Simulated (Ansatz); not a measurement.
One crystal and one scan (frozen-phonon scan) at two levels, PBE (plane waves to 420 eV, PAW, scalar-relativistic; Ansatz, a quantum-chemistry and plane-wave program) and r2SCAN (plane waves to 500 eV, PAW, scalar-relativistic; Ansatz), each from its own relaxed cell and on its own mesh. The cell shown is that of PBE.

Relaxed Li3N (Li3N type, space group P6/mmm):

```
Li3N
1.0
    3.63435     0.00000     0.00000
   -1.81718     3.14744     0.00000
    0.00000     0.00000     3.86452
Li N
3 1
Direct
  0.00000   0.00000   0.50000
  0.33333   0.66667   0.00000
  0.66667   0.33333   0.00000
  0.00000   0.00000   0.00000
```

A phonon eigenvector at Γ is frozen into this cell: atom i moves by Q times the vector below, so Q is the largest atomic displacement, in Å. The cell is held.

```csv
atom,x,y,z
Li1,0.000,0.000,-1.000
Li2,0.000,0.000,0.025
Li3,0.000,0.000,0.025
N4,0.000,0.000,0.471
```

Li3N was relaxed with its symmetry unable to fall. Percentages come from the unrounded values. Both scans cover Q from -0.100 to 0.100 Å.

Results of PBE:

```
Property                                                                                                                                           Value
----------------------------------------------------------------------------------------  --------------------------------------------------------------
Lattice constant a (Å)                                                                                                                             3.634
Lattice constant c (Å)                                                                                                                             3.865
Relaxed volume (Å³/atom)                                                                                                                           11.05
Band gap of the relaxed cell, no spin-orbit coupling (eV)                                                                                           1.06
Energy at Q = 0.100 Å (meV/cell)                                                                                                                    85.7
Harmonic wavenumber from the curvature (finite differences) (cm⁻¹ (negative: imaginary))                                                             667
Space group of the distorted cell                                                                                    P6mm (No. 183), lowered from P6/mmm
Symmetry of the curve                                                                                                      even: the same for both signs
Shape of the curve                                                                        a single well with its minimum at or next to zero displacement
```

Task: What does r2SCAN give for the same quantities?

Result: 
```csv
quantity,r2SCAN,PBE − r2SCAN
Lattice constant a (Å),3.610,+0.024 (+0.7 %)
Lattice constant c (Å),3.856,+0.009 (+0.2 %)
Relaxed volume (Å³/atom),10.88,+0.17 (+1.6 %)
"Band gap of the relaxed cell, no spin-orbit coupling (eV)",1.48,-0.42 (-28 %)
Energy at Q = 0.100 Å (meV/cell),89.2,-3.5 (-3.9 %)
Harmonic wavenumber from the curvature (finite differences) (cm⁻¹ (negative: imaginary)),682,-15 (-2.1 %)
```

PBE gives the higher value for: lattice constant a; lattice constant c; relaxed volume. PBE gives the lower value for: band gap of the relaxed cell, no spin-orbit coupling; energy at Q = 0.100 Å; harmonic wavenumber from the curvature. Both give the same space group of the distorted cell: P6mm (No. 183), lowered from P6/mmm.

(A displaced cell: forces are minus the slopes of the energy, force constants its curvatures, and phonons follow from these.)
